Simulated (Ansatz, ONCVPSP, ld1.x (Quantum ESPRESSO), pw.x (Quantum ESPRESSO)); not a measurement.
## Which Os potential is closest to all-electron in the bcc crystal?

All use PBE, scalar-relativistic, no spin, cutoffs from each file’s atomic test, pw.x 7.5; 15³ k-points, Fermi–Dirac smearing 0.01 Ry. Δ is the rms difference from all-electron LAPW of the E(V) curves that follow from fits to the pressures, over ±6 % in volume. Mesh and smearing are coarse and serve the comparison alone. The files are a selection: those with a ghost or negative overlap were mostly not run, and those with noisy or unconverged pressures or nearly equal Δ are left out.

All-electron: a0 = 3.093 Å (V0 = 14.79 Å³/atom), B0 = 347.4 GPa.

Question: Rank them by Δ, smallest first.
A. optimised norm-conserving Vanderbilt (ONCV), ONCVPSP 4.0.1, PBE; core [Xe] 4f14, reference 5d6 6s1.5 6p0.5; waves: 6s: rc 2.25 bohr, ncon 3, nbas 6, qcut 2.6 1/bohr, 2 projectors, debl 2.2 Ha; 6p: rc 3.55 bohr, ncon 4, nbas 7, qcut 2.7 1/bohr, 2 projectors, debl 3.3 Ha; 5d: rc 2.25 bohr, ncon 4, nbas 9, qcut 6.4 1/bohr, 1 projector; local part: polynomial inside 2.10 bohr (lpopt 2, dvloc0 -1 Ha); core correction: Teter function, fcfact 4.5, rcfact 1.65.
B. norm-conserving Troullier–Martins (Kleinman–Bylander form), ld1.x (Quantum ESPRESSO) 7.5, PBE; core [Xe] 4f14, reference 5d6 6s2 6p0; waves: 6p (bound, empty): rc 2.80 bohr; 5d (bound): rc 1.90 bohr; 6s (bound): rc 2.25 bohr; local part: the s channel; core correction: none.
C. optimised norm-conserving Vanderbilt (ONCV), ONCVPSP 4.0.1, PBE; core [Kr] 4d10 4f14, reference 5s2 5p6 5d6 6s1.5 6p0.5; waves: 5s+6s: rc 1.90 bohr, ncon 4, nbas 9, qcut 5.2 1/bohr, 2 projectors; 5p+6p: rc 2.35 bohr, ncon 5, nbas 8, qcut 6.6 1/bohr, 2 projectors; 5d: rc 1.85 bohr, ncon 4, nbas 9, qcut 7.4 1/bohr, 2 projectors, debl 0.9 Ha; local part: polynomial inside 1.15 bohr (lpopt 5, dvloc0 0 Ha); core correction: Teter function, fcfact 5.25, rcfact 1.75.
D. norm-conserving Troullier–Martins (Kleinman–Bylander form), ld1.x (Quantum ESPRESSO) 7.5, PBE; core [Xe] 4f14, reference 5d6 6s2 6p0; waves: 6s (bound): rc 1.80 bohr; 6p (bound, empty): rc 3.50 bohr; 5d (bound): rc 1.55 bohr; local part: all-electron potential smoothed inside 2.65 bohr (lloc = -2); core correction: none.

Answer: A (4.9 meV/atom), C (13.4 meV/atom), D (29.8 meV/atom), B (47.0 meV/atom).
